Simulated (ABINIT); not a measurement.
A run of ABINIT 10.8.3 (patched build) is set up as follows.

run.abi

```
# Datasets: ground state, then fixed potential
ndtset 2

# Pseudopotentials
pp_dirpath "./"
pseudos "Ga.upf, P.upf"

# Structure
acell 3*1.0
rprim
     0.0000000000     5.1499761211     5.1499761211
     5.1499761211     0.0000000000     5.1499761211
     5.1499761211     5.1499761211     0.0000000000
ntypat 2
znucl 31 15
natom 2
typat 1 2
xcart
     0.0000000000     0.0000000000     0.0000000000
     7.7249641817     7.7249641817     7.7249641817

# Plane-wave basis
ecut 1088.455450 eV

# Exchange and correlation
ixc -144130

# Bands and occupations
occopt 3
tsmear 0.05 eV

# SCF cycle
nstep 100

# Output
iomode 3
prtwf 0
prteig 0
prtebands 0
enunit 1
prtden1 1

# Dataset 1
kptopt1 1
ngkpt1 8 8 8
nshiftk1 1
shiftk1 0.0 0.0 0.0
nband1 13
tolvrs1 1.0e-10

# Dataset 2: bands along G-X-W-K-G-L-U-W-L-K
iscf2 -2
getden2 1
nband2 17
nbdbuf2 2
tolwfr2 1.0e-12
kptopt2 -9
ndivsm2 5
prteig2 1
prtvol2 -3
kptbounds2
     0.0000000000     0.0000000000     0.0000000000
     0.5000000000     0.0000000000     0.5000000000
     0.5000000000     0.2500000000     0.7500000000
     0.3750000000     0.3750000000     0.7500000000
     0.0000000000     0.0000000000     0.0000000000
     0.5000000000     0.5000000000     0.5000000000
     0.6250000000     0.2500000000     0.6250000000
     0.5000000000     0.2500000000     0.7500000000
     0.5000000000     0.5000000000     0.5000000000
     0.3750000000     0.3750000000     0.7500000000
```

Potentials or basis: PseudoDojo NC SR PBE v0.4.1 standard.

Launch:

```bash
$ abinit run.abi > log 2>&1
```

**Question.** What does it give for the band gap along the path?

**Answer.** 1.67 eV, indirect (least direct gap 1.77 eV).

**Question.** Estimate the pressure.

**Answer.** 4.9 GPa.

Levels at the corners of the path, in eV from the valence-band top:
| point | band 6 | band 7 | band 8 | band 9 | band 10 | band 11 | band 12 | band 13 |
| --- | --- | --- | --- | --- | --- | --- | --- | --- |
| Γ | -12.48 | 0.00 | 0.00 | 0.00 | 1.77 | 3.93 | 3.93 | 3.93 |
| X | -9.53 | -6.77 | -2.65 | -2.65 | 1.77 | 1.87 | 10.55 | 10.55 |
| W | -9.44 | -6.58 | -3.52 | -3.36 | 4.79 | 4.83 | 6.17 | 6.23 |
| K | -9.56 | -6.57 | -3.87 | -2.23 | 2.27 | 4.84 | 8.27 | 8.28 |
| Γ | -12.48 | 0.00 | 0.00 | 0.00 | 1.77 | 3.93 | 3.93 | 3.93 |
| L | -10.43 | -6.61 | -1.11 | -1.11 | 1.67 | 4.79 | 4.79 | 8.40 |
| U | -9.56 | -6.57 | -3.87 | -2.23 | 2.27 | 4.84 | 8.27 | 8.28 |
| W | -9.44 | -6.58 | -3.52 | -3.36 | 4.79 | 4.83 | 6.17 | 6.23 |
| L | -10.43 | -6.61 | -1.11 | -1.11 | 1.67 | 4.79 | 4.79 | 8.40 |
| K | -9.56 | -6.57 | -3.87 | -2.23 | 2.27 | 4.84 | 8.27 | 8.28 |

Caveat: the potentials were made for another functional, which shifts forces and pressure.

**Measured values to compare with.**

“Stacking defects in GaP nanowires: Electronic structure and optical properties”, 2018, arxiv:1810.01194 quotes, for a bulk crystal of GaP at 10 K: band gap 2.34 eV (indirect).

Against the measured gap of GaP, 2.34 eV (indirect; 10 K; quoted in “Stacking defects in GaP nanowires: Electronic structure and optical properties”, 2018, arxiv:1810.01194), the calculated 1.67 eV is off by -0.67 eV. Spin-orbit coupling on Ga is left out. The value is that of rPW86PBE, without temperature or zero-point motion.
